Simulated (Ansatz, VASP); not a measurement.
## Cross-check of Te2Mo between VASP and Ansatz

Aim: how closely do two programs agree when they are given the same cell, functional and k mesh? The structure shown is the end of the Ansatz relaxation below.

Calculated with Ansatz 0.2.0; plane waves, with VASP 6.6.1 beside it; single point at PBE with D3(BJ).

## (1) The structure

The cell holds 3 atoms: 2 Te and 1 Mo. Its edges and angles: a = 3.504 Å, b = 3.504 Å, c = 18.605 Å, α = 90.0°, β = 90.0°, γ = 120.0°. Vacuum lies along c.

## (2) Ansatz: relaxation, PBE with D3(BJ)

Ansatz runs on its PAW soft_1 files.

This run makes the geometry at which the two programs are then compared.

The input, input.yaml:

```yaml
crystal:
  lattice:
    - [3.5182, 0.0, 0.0]
    - [-1.7591, 3.04685058, 0.0]
    - [0.0, 0.0, 18.6051888]
  atoms:
    - { symbol: Te, position: [0.33333333, 0.66666667, 0.40311335] }
    - { symbol: Te, position: [0.33333333, 0.66666667, 0.59688665] }
    - { symbol: Mo, position: [0.66666667, 0.33333333, 0.5] }
kpoints:
  mp_grid: { grid: [11, 11, 2] }
scf:
  occupations: { method: fermi_dirac, width: 0.02 }
hamiltonian:
  xc: pbe
  pseudopotentials: { kind: paw, azcp: { folder: soft_1 } }
  dispersion: d3bj
basis:
  ecutwfc: 600
output:
  forces: true
  stress: true
relax:
  f_tol: 0.005
  max_steps: 70
  cell: { stress_tol: 0.02, p_target: 0, fix: [c, alpha, beta, gamma] }
```

Run with:

```console
> ansatz run input.yaml --threads 4 --pin off --max-ram 10240MiB --backend cpu --events-out ev --progress --plain --runs-dir out
```

Numbers of over 12 decimals in the logs are rounded to 6 here.

Output:

```text
Warning: crystal.symmetry: narrowed to the stabiliser of the fixed cell quantities (relax.cell.fix) — unitary ops 12 → 4. The narrowing is safe, since a smaller group never makes results wrong: the run goes on under it, on as many k-points as the starting group would need, or more. Excluded: 8 operations that would move a fixed cell quantity at a test strain (relax.cell.fix fixes c, alpha, beta, gamma). The cell can leave their symmetry as it relaxes.
Engine: ansatz 0.2.0, aarch64-unknown-linux-gnu
Pseudopotentials: kind: paw
Pseudopotential: Te, paw, valence charge 16, recommended cutoff 420 eV (normal), soft_1/Te.paw.azcp
Pseudopotential: Mo, paw, valence charge 14, recommended cutoff 420 eV (normal), soft_1/Mo.paw.azcp
Functional definition: PBE
  parameter kappa = 0.804
  parameter beta = 0.066725
  exchange = pbe_x(kappa = kappa, mu = beta*pi^2/3)
  correlation = pbe_c(beta = beta)
Crystal: 3 atoms, lattice volume = 199.437 Å³
Basis set: ecut = 600 eV, 6573 PW (Γ), exchange–correlation on 60×60×300 points (8 copies of the dense FFT grid, shifted against one another)
Bands: 28, of which v1, the nominal top of the filled ones, is band 23 counted from 1 (22 counted from 0)
Symmetry: 4 space group operations
k-points: 72 of 242 (time reversal used)
Non-local potential: Te, projectors of the file, l = 0: 2, l = 1: 2, l = 2: 2, l = 3: 1
Non-local potential: Mo, projectors of the file, l = 0: 3, l = 1: 2, l = 2: 2, l = 3: 1
PAW form: soft (Blöchl's): semilocal exchange-correlation on the pseudo side does not see the compensation charge
PAW one-centre angular grid: Te, 590 points (default); XC on 64 Gauss nodes
PAW one-centre angular grid: Mo, 590 points (default); XC on 64 Gauss nodes
Initial density: superposition of atomic densities (neutral atoms: chi_scale 0, normalization atom)
Initial wavefunctions: pseudopotential atomic-orbital guess
Functional: x = pbe(κ = 0.804, μ = 0.219515), c = pbe(β = 0.066725)
SCF iter   1: F=—  HF=-18918.784403 eV  |F-HF|=—  |Δ(HF+E_count)|=         —  Δρ=3.01e-2  dr2=2.46e0  ethr=3.10e-3  ⟨swp⟩=11.2  Hψ=11410  notcnv=0
preconditioner: auto → Resta (q_TF=auto, 2.137 Å⁻¹)  ε∞=3.1  [insulator: Δε(μ)=1.340 eV  Ē_g=7.668 eV  σ=0.020 eV  W_gap=1.00  n_scr=30 (ndim 8)  ℏωp=11.2 eV  f_vac=0.595  D(μ)=0.00/eV (n_scr^D=0)  ε∞_Penn≈3.1  vacuum switching on, ρ_ref=4.3e-3 e/Å³]
SCF iter   2: F=—  HF=-18918.371546 eV  |F-HF|=—  |Δ(HF+E_count)|=   4.13e-1  Δρ=1.54e-2  dr2=1.85e0  ethr=3.10e-3  ⟨swp⟩=3.0  Hψ=4032  notcnv=0  defer=72
SCF iter   3: F=—  HF=-18918.200038 eV  |F-HF|=—  |Δ(HF+E_count)|=   1.72e-1  Δρ=1.10e-2  dr2=3.36e-1  ethr=3.10e-3  ⟨swp⟩=2.8  Hψ=2811  notcnv=0  defer=72
SCF iter   4: F=—  HF=-18918.154557 eV  |F-HF|=—  |Δ(HF+E_count)|=   4.55e-2  Δρ=4.69e-3  dr2=5.20e-2  ethr=7.31e-4  ⟨swp⟩=2.0  Hψ=2910  notcnv=0  defer=72
SCF iter   5: F=—  HF=-18918.146400 eV  |F-HF|=—  |Δ(HF+E_count)|=   8.16e-3  Δρ=8.69e-4  dr2=1.68e-3  ethr=1.13e-4  ⟨swp⟩=2.0  Hψ=2770  notcnv=0  defer=72
SCF iter   6: F=—  HF=-18918.146397 eV  |F-HF|=—  |Δ(HF+E_count)|=   3.05e-6  Δρ=3.39e-4  dr2=3.68e-4  ethr=3.65e-6  ⟨swp⟩=2.0  Hψ=2540  notcnv=0  defer=72
SCF iter   7: F=—  HF=-18918.146328 eV  |F-HF|=—  |Δ(HF+E_count)|=   6.86e-5  Δρ=3.39e-5  dr2=5.28e-6  ethr=8.01e-7  ⟨swp⟩=2.0  Hψ=2513  notcnv=0  defer=72
SCF iter   8: F=—  HF=-18918.146168 eV  |F-HF|=—  |Δ(HF+E_count)|=   1.60e-4  Δρ=1.66e-5  dr2=7.53e-7  ethr=1.15e-8  ⟨swp⟩=2.7  Hψ=3757  notcnv=0  defer=72
SCF iter   9: F=-18918.146168 eV  HF=-18918.146168 eV  |F-HF|=1.82e-9  |Δ(HF+E_count)|=   1.03e-7  Δρ=1.43e-6  dr2=7.33e-9  ethr=2.17e-10  ⟨swp⟩=4.0  Hψ=8974  notcnv=0
SCF 1 converged in 9 iterations: F = -18918.146168 eV  dr2 = 7.33e-9
  greatest PAW one-centre occupation: 0.999 electrons in one spin orbital (limit 2), on the Mo atom at site 2 (counted from 0), in its partial waves of l = 0
relax step   1: F+E_penalty+E_count = -18918.14616806 eV  Δ(F+E_penalty+E_count) = +0.000e0 eV  max|allowed force component| = 1.221e-1 eV/Å  Δτ_max = 0.0000 Å  P = +0.047 GPa  Ω = 199.437 Å³  fix = [c, alpha, beta, gamma]  reactions: c +0.342 GPa; gamma +0.000 GPa/rad  (9 SCF iters, dr2 threshold 1.00e-7 eV, accepted)
[...]
relax step   2: F+E_penalty+E_count = -18918.13642907 eV  Δ(F+E_penalty+E_count) = +9.739e-3 eV  max|allowed force component| = 3.711e-1 eV/Å  Δτ_max = 0.0483 Å  P = -0.474 GPa  Ω = 196.075 Å³  energy of the carried Pulay correction = +3.290e-5 eV  fix = [c, alpha, beta, gamma]  (7 SCF iters, dr2 threshold 3.00e-7 eV, rejected (line search))
[...]
relax step   3: F+E_penalty+E_count = -18918.14840190 eV  Δ(F+E_penalty+E_count) = -2.234e-3 eV  max|allowed force component| = 1.045e-2 eV/Å  Δτ_max = 0.0145 Å  P = -0.035 GPa  Ω = 197.966 Å³  energy of the carried Pulay correction = +1.428e-5 eV  fix = [c, alpha, beta, gamma]  reactions: c -0.043 GPa; gamma -0.000 GPa/rad  (10 SCF iters, accepted)
[...]
relax step   4: F+E_penalty+E_count = -18918.14841878 eV  Δ(F+E_penalty+E_count) = -1.688e-5 eV  max|allowed force component| = 1.674e-3 eV/Å  Δτ_max = 0.0003 Å  P = -0.009 GPa  Ω = 197.854 Å³  energy of the carried Pulay correction = +1.538e-5 eV  fix = [c, alpha, beta, gamma]  reactions: c -0.017 GPa; gamma -0.000 GPa/rad  (5 SCF iters, dr2 threshold 6.82e-9 eV, accepted)
[...]
relax step   5: F+E_penalty+E_count = -18918.14840328 eV  Δ(F+E_penalty+E_count) = +1.550e-5 eV  max|allowed force component| = 1.663e-3 eV/Å  Δτ_max = 0.0000 Å  P = -0.009 GPa  Ω = 197.854 Å³  fix = [c, alpha, beta, gamma]  reactions: c -0.017 GPa; gamma +0.000 GPa/rad  stress off target by 4.98e-3 GPa on what of the cell is left free  SCF on the basis re-selected at this cell (its energy is not comparable with the rows above)  (6 SCF iters)
basis re-selected at this cell: Δ(F+E_penalty+E_count) = +1.550e-5 eV, ΔP = +0.000 GPa vs the last step (what re-selecting the basis moved, of the pressure what is left beyond the Pulay correction that the steps carried, after the strain that the cell walked since its last selection, with what the two solves' SCF thresholds leave and, on support functions, any second-order correction that the steps lacked; it is no m [...]
SCF converged after 6 iterations
Free energy (F): -18918.148403 eV
Harris-Foulkes:  -18918.148403 eV  (|F-HF|=7.28e-12)
Internal energy: -18918.148403 eV  (E = F + TS)
E sigma→0 (E₀):  -18918.148403 eV
Fermi energy:    2.248431 eV
--- Per-component energies (eV) ---
  E_band       = -1061.169127
  E_kinetic    = 767.878275
  E_local      = -31343.584584  (includes V_loc(G=0)·N_el)
  E_nonlocal   = 282.571056
  E_hartree    = 15305.016004
  E_xc         = -420.938354
  E_vxc        = -423.356389  (∫ρ·V_xc dr)
  E_paw        = -12556.317998  (= ΣΔE_a)
  E_vpaw       = -954.709522  (= ΣTr[D̂ρ^β])
  E_aug_tail   = 0.000028  (compensation charges beyond the density's cutoff)
  E_ewald      = 9048.431992
  E_disp       = -1.204822  (pairwise vdW)
  E_smearing   = -0.000000  (= −TS)
  E_closure    = -0.000000  (closes the sum)
  Σ components = -18918.148403   (vs F -18918.148403, Δ=0.00e0)
--- Forces (eV/Å), atoms counted from 1 ---
  atom   1  Te     0.00000000    -0.00000000     0.00166291
  atom   2  Te     0.00000000    -0.00000000    -0.00166291
  atom   3  Mo    -0.00000000     0.00000000     0.00000000
  max |Σ_I F_I| component: 3.93e-9 eV/Å
--- Stress (GPa, compression-positive) ---
       -0.004983      -0.000000       0.000000
       -0.000000      -0.004983       0.000000
        0.000000       0.000000      -0.016735
  P = ⅓ Tr σ = -0.0089 GPa (-0.089 kbar)
--- Relaxed structure (4 steps of the walk, 3 accepted, 1 SCFs on fresh bases) ---
  F+E_penalty+E_count = -18918.14840328 eV   max|allowed force component| = 1.663e-3 eV/Å   (the final SCF, on the basis selected at the relaxed cell)
  cell:  # Å, volume = 197.8538 Å³
    - [3.504208, -1.293886848062609e-18, 0]
    - [-1.752104, 3.034733, 0]
    - [0, 0, 18.6051888]
  atoms:
    - { symbol: Te, position: [0.333333, 0.666667, 0.402348] }
    - { symbol: Te, position: [0.333333, 0.666667, 0.597652] }
    - { symbol: Mo, position: [0.666667, 0.333333, 0.5] }
```

Reading the cycles: dr2 is the Hartree energy of the density residual (eV), the measure of convergence; HF is the Harris–Foulkes estimate of the energy, which meets the free energy F at convergence.

## (3) VASP: single point, PBE with D3(BJ), pair 1

The same cell, functional, mesh and smearing now go to VASP, with its own data sets.

Lines of VASP's logs that name or quote its potential files are left out, and so is its time.

The input, INCAR:

```
SYSTEM = Te2Mo
PREC = Accurate
ENCUT = 500
EDIFF = 1E-06
NELM = 120
ISMEAR = -1
SIGMA = 0.02
LREAL = .FALSE.
ALGO = Normal
GGA = PE
IVDW = 12
NBANDS = 19
LASPH = .TRUE.
LORBIT = 11
LWAVE = .FALSE.
LCHARG = .FALSE.
ISIF = 2
GGA_COMPAT = .FALSE.
EFERMI = MIDGAP
KPAR = 2
```

The input, POSCAR:

```
Te2Mo
1.0
    3.5042075201      0.0000000000      0.0000000000
   -1.7521037600      3.0347327325      0.0000000000
    0.0000000000      0.0000000000     18.6051888000
Te Mo
2 1
Direct
    0.3333333333      0.6666666667      0.4023481895
    0.3333333333      0.6666666667      0.5976518105
    0.6666666667      0.3333333333      0.5000000000
```

The input, KPOINTS:

```
Automatic mesh
0
Gamma
11 11 2
0 0 0
```

PAW data sets: Te and Mo_sv (PBE family, release 64).

Run with:

```console
> mpirun -np 2 vasp_std
```

Output:

```text
[banner, memory and clock lines left out]
running    2 mpi-ranks, on    1 nodes
 distrk:  each k-point on    1 cores,    2 groups
 distr:  one band on    1 cores,    1 groups

 POSCAR found type information on POSCAR TeMo
 POSCAR found :  2 types and       3 ions
 LDA part: xc-table for (Slater+PW92), standard interpolation
 POSCAR, INCAR and KPOINTS ok, starting setup
 FFT: planning ... GRIDC
 FFT: planning ... GRID_SOFT
 FFT: planning ... GRID
 WAVECAR not read
 entering main loop
       N       E                     dE             d eps       ncg     rms          rms(c)
DAV:   1     0.125853784889E+03    0.12585E+03   -0.12939E+04  1696   0.104E+03
DAV:   2    -0.103317380151E+02   -0.13619E+03   -0.13290E+03  1615   0.211E+02
DAV:   3    -0.184947238693E+02   -0.81630E+01   -0.80915E+01  1666   0.445E+01
DAV:   4    -0.186723422663E+02   -0.17762E+00   -0.17734E+00  1730   0.653E+00
DAV:   5    -0.186744628042E+02   -0.21205E-02   -0.21204E-02  1653   0.787E-01    0.152E+01
DAV:   6    -0.182754744113E+02    0.39899E+00   -0.41925E+00  1277   0.119E+01    0.609E+00
DAV:   7    -0.182646634731E+02    0.10811E-01   -0.43590E+00  1273   0.987E+00    0.447E+00
DAV:   8    -0.180123414840E+02    0.25232E+00   -0.12125E+00  1305   0.573E+00    0.142E+00
DAV:   9    -0.180144059677E+02   -0.20645E-02   -0.94704E-02  1515   0.167E+00    0.788E-01
DAV:  10    -0.180089377163E+02    0.54683E-02   -0.25438E-02  1377   0.944E-01    0.194E-01
DAV:  11    -0.180086709952E+02    0.26672E-03   -0.10811E-03  1596   0.200E-01    0.864E-02
DAV:  12    -0.180087181256E+02   -0.47130E-04   -0.14427E-04  1517   0.627E-02    0.481E-02
DAV:  13    -0.180086353659E+02    0.82760E-04   -0.46685E-04  1397   0.106E-01    0.417E-02
DAV:  14    -0.180086772125E+02   -0.41847E-04   -0.19310E-05  1569   0.194E-02    0.321E-02
DAV:  15    -0.180087414869E+02   -0.64274E-04   -0.46082E-05  1379   0.357E-02    0.600E-03
DAV:  16    -0.180087523204E+02   -0.10833E-04   -0.47220E-06  1391   0.826E-03    0.393E-03
DAV:  17    -0.180087772477E+02   -0.24927E-04   -0.49233E-06  1314   0.671E-03    0.320E-03
DAV:  18    -0.180088022221E+02   -0.24974E-04   -0.23016E-06  1291   0.432E-03    0.155E-03
DAV:  19    -0.180088226968E+02   -0.20475E-04   -0.75388E-07  1123   0.244E-03    0.100E-03
DAV:  20    -0.180088312246E+02   -0.85278E-05   -0.50480E-07  1102   0.202E-03    0.715E-04
DAV:  21    -0.180088332390E+02   -0.20144E-05   -0.10092E-07   992   0.816E-04    0.364E-04
DAV:  22    -0.180088334995E+02   -0.26055E-06   -0.72610E-09   811   0.291E-04
   1 F= -.19213493E+02 E0= -.19213493E+02  d E =-.220232E-14
```

From OUTCAR (step 3):

```text
ion  position               nearest neighbor table
   1  0.333  0.667  0.402-   3 2.72   3 2.72   3 2.72   2 3.63
   2  0.333  0.667  0.598-   3 2.72   3 2.72   3 2.72   1 3.63
   3  0.667  0.333  0.500-   1 2.72   2 2.72   1 2.72   2 2.72   1 2.72   2 2.72

  LATTYP: Found a hexagonal cell.
 ALAT       =     3.5042075201
 C/A-ratio  =     5.3093855582

 Subroutine GETGRP returns: Found 12 space group operations
 (whereof 12 operations were pure point group operations)

The static configuration has the point symmetry D_3h.

 Found     32 irreducible k-points:

   k-points           NKPTS =     32   k-points in BZ     NKDIM =     32   number of bands    NBANDS=     19

   dimension x,y,z NGX =    28 NGY =   28 NGZ =  140
   dimension x,y,z NGXF=    56 NGYF=   56 NGZF=  280

   ENCUT  =  500.0 eV  36.75 Ry    6.06 a.u.   6.39  6.39 33.92*2*pi/ulx,y,z

   NELECT =      26.0000    total number of electrons

 k-points in reciprocal lattice and weights: Automatic mesh
   0.00000000  0.00000000  0.00000000       0.004
   0.09090909  0.00000000  0.00000000       0.025
   0.18181818  0.00000000  0.00000000       0.025
   0.27272727 -0.00000000  0.00000000       0.025
   0.36363636  0.00000000  0.00000000       0.025
   0.45454545  0.00000000  0.00000000       0.025
   0.09090909  0.09090909  0.00000000       0.025
   0.18181818  0.09090909  0.00000000       0.050
   0.27272727  0.09090909  0.00000000       0.050
[...]
0.27272727  0.27272727  0.50000000       0.025
   0.36363636  0.27272727  0.50000000       0.025

 average (electrostatic) potential at core
       1 -94.1235       2 -94.1235       3 -81.3814

 E-fermi :   0.6114

 k-point     1 :       0.0000    0.0000    0.0000
  band No.  band energies     occupation
    ...
      9      -1.5759      2.00000
     10      -1.5759      2.00000
     11      -0.7967      2.00000
     12      -0.7967      2.00000
     13      -0.5506      2.00000
     14       3.2300      0.00000
     15       3.2300      0.00000
     16       3.5084      0.00000
     17       3.5084      0.00000
     18       4.1425      0.00000
    ...

 k-point     2 :       0.0909    0.0000    0.0000
  band No.  band energies     occupation
    ...
      9      -1.8338      2.00000
     10      -1.4782      2.00000
     11      -0.9500      2.00000
     12      -0.7296      2.00000
     13      -0.5518      2.00000
     14       2.7534      0.00000
     15       2.8329      0.00000
     16       3.2534      0.00000
     17       3.3215      0.00000
     18       4.3325      0.00000
    ...

 k-point     3 :       0.1818    0.0000    0.0000
  band No.  band energies     occupation
    ...
      9      -2.4699      2.00000
     10      -1.3147      2.00000
     11      -1.2052      2.00000
     12      -0.8638      2.00000
     13      -0.6354      2.00000
     14       1.8838      0.00000
     15       2.2276      0.00000
     16       2.6940      0.00000
     17       3.5065      0.00000
     18       4.6994      0.00000
    ...

 Edisp (eV)   -1.20466

  Total      -0.00753    -0.00753     0.02650    -0.00000     0.00000    -0.00000
  in kB      -0.06097    -0.06097     0.21459    -0.00000     0.00000    -0.00000
  external pressure =        0.03 kB  Pullay stress =        0.00 kB

  energy-cutoff  :      500.00
  volume of cell :      197.85
      direct lattice vectors                 reciprocal lattice vectors
     3.504207520  0.000000000  0.000000000     0.285371227  0.164759155  0.000000000
    -1.752103760  3.034732733  0.000000000     0.000000000  0.329518310  0.000000000
     0.000000000  0.000000000 18.605188800     0.000000000  0.000000000  0.053748447

 POSITION                                       TOTAL-FORCE (eV/Angst)
 -----------------------------------------------------------------------------------
     -0.00000      2.02316      7.48576         0.000000     -0.000000     -0.013121
     -0.00000      2.02316     11.11942         0.000000     -0.000000      0.013121
      1.75210      1.01158      9.30259        -0.000000      0.000000      0.000000
 -----------------------------------------------------------------------------------
    total drift:                               -0.000000      0.000000      0.000000

  FREE ENERGIE OF THE ION-ELECTRON SYSTEM (eV)
  ---------------------------------------------------
  free  energy   TOTEN  =       -19.2134931999 eV

  energy  without entropy=      -19.2134931999  energy(sigma->0) =      -19.21349320

 total charge
# of ion       s       p       d       tot
------------------------------------------
    1        1.384   1.983   0.062   3.429
    2        1.384   1.983   0.062   3.429
    3        2.253   6.147   3.985  12.385
--------------------------------------------------
tot          5.021  10.113   4.108  19.242

[... 3 further parts left out ...]
```

This run has no spin polarisation, so a moment on Mo, if there is one, isn't seen.

## (4) Side by side

Known differences besides the potentials themselves: the data sets hold 46 valence electrons in Ansatz (on its PAW soft_1 files) and 26 in VASP; the cutoff is 600 eV in Ansatz and 500 eV in VASP; Ansatz's pressure holds a Pulay correction, VASP's none. Total energies have different zeros and are not compared.

Both answers:

| quantity | Ansatz | VASP | difference |
| --- | --- | --- | --- |
| pressure (GPa) | -0.01 | 0.00 | -0.01 |
| gap on the k mesh (eV) | 1.269 | 1.273 | -0.004 |

At this near-relaxed geometry the largest component of a force difference is 15 meV/Å. A gap on the mesh is an upper bound, since the band edges may lie between its points. With vacuum in the cell, a pressure given here is an average over mostly empty space and none of the material.

## (5) Ansatz: relaxation, PBE with D3(BJ)

This run makes the geometry at which the two programs are then compared. This pair takes another cell of the material, with 6 atoms against 3 for the pair before.

The structure compared here is the end of the Ansatz relaxation.

input.yaml, the sections that differ from step 2:

```yaml
crystal:
  lattice:
    - [3.5182, 0.0, 0.0]
    - [-1.7591, 3.04685058, 0.0]
    - [0.0, 0.0, 25.5919888]
  atoms:
    - { symbol: Te, position: [0.33333333, 0.66666667, 0.29306046] }
    - { symbol: Te, position: [0.33333333, 0.66666667, 0.43393223] }
    - { symbol: Te, position: [0.66666667, 0.33333333, 0.56606777] }
    - { symbol: Te, position: [0.66666667, 0.33333333, 0.70693954] }
    - { symbol: Mo, position: [0.66666667, 0.33333333, 0.36349635] }
    - { symbol: Mo, position: [0.33333333, 0.66666667, 0.63650365] }
# kpoints, scf, hamiltonian, basis, output, relax: as in step 2
```

Run with:

```console
> ansatz run input.yaml --threads 4 --pin off --max-ram 10240MiB --backend cpu --events-out ev --progress --plain --runs-dir out
```

Output:

```text
[...]
Crystal: 6 atoms, lattice volume = 274.332 Å³
Basis set: ecut = 600 eV, 9061 PW (Γ), exchange–correlation on 60×60×432 points (8 copies of the dense FFT grid, shifted against one another)
Bands: 56, of which v1, the nominal top of the filled ones, is band 46 counted from 1 (45 counted from 0)
Symmetry: 4 space group operations
k-points: 72 of 242
[...]
- [3.500511, 1.4657494536600334e-19, 0]
    - [-1.750255, 3.031531, 0]
    - [0, 0, 25.5919888]
  atoms:
    - { symbol: Te, position: [0.333333, 0.666667, 0.295118] }
    - { symbol: Te, position: [0.333333, 0.666667, 0.437121] }
    - { symbol: Te, position: [0.666667, 0.333333, 0.562879] }
    - { symbol: Te, position: [0.666667, 0.333333, 0.704882] }
    - { symbol: Mo, position: [0.666667, 0.333333, 0.366078] }
    - { symbol: Mo, position: [0.333333, 0.666667, 0.633922] }
[key lines of the parts left out:]
SCF converged after 8 iterations
Free energy (F): -37836.686242 eV
Fermi energy:    5.194853 eV
P = ⅓ Tr σ = -0.0100 GPa (-0.100 kbar)
```

(Continued in part 2 of 2.)

[Lines on the potential files, build, host, timing and source positions are cut from VASP's logs without a mark.]

[Logs are printed without paths, hosts, clocks, repeated set-up lines and the standing remarks that a program may print on its own settings, such as how far it seeks lower states.]

[Hosts, paths, dates, database ids (printed as entryN), source tags and the programs' standing remarks are cut or masked in the printed files.]
